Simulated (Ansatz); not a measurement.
Crystal: WS2.

```
W S
1.0
     1.57900    0.91164    6.16333
    -1.57900    0.91164    6.16333
     0.00000   -1.82327    6.16333
W S
1 2
Direct
  0.00000 0.00000 0.00000
  0.58100 0.58100 0.58100
  0.75030 0.75030 0.75030
```

Measurements of this composition are mostly on another form, of space group No. 194.

Base run:

| Property | Result |
| --- | --- |
| Program | Ansatz 0.2.0 |
| Functional | PBEsol |
| Potentials or basis | Ansatz PAW |
| Cutoff | 420 eV |
| Density cutoff | 1680 eV |
| k mesh | 10 × 10 × 10 |
| Occupations | fermi-dirac, width 0.05 eV |
| Spin | no spin polarisation |

Its results: band gap on the k mesh 1.01 eV, indirect (least direct gap 2.23 eV); pressure -0.6 GPa; largest force 0.599 eV/Å.

Question: The run is repeated on the same cell with these changes: hubbard terms from none to W d U = 4 eV; hubbard projectors from none to ortho-atomic (the default). What comes out?

Answer: Band gap on the k mesh 1.12 eV, indirect (least direct gap 2.06 eV); pressure -0.4 GPa; largest force 0.604 eV/Å.

The U term pushes filled and empty states of the shell apart.

Caveats: spin-orbit coupling is left out, which moves the levels of the heavy elements; the PAW data sets come from PBE, with cores solved anew for the run's functional, which leaves a small shift of forces and pressure.

A k mesh can miss the band edges.

Not every run made on this cell is shown here.
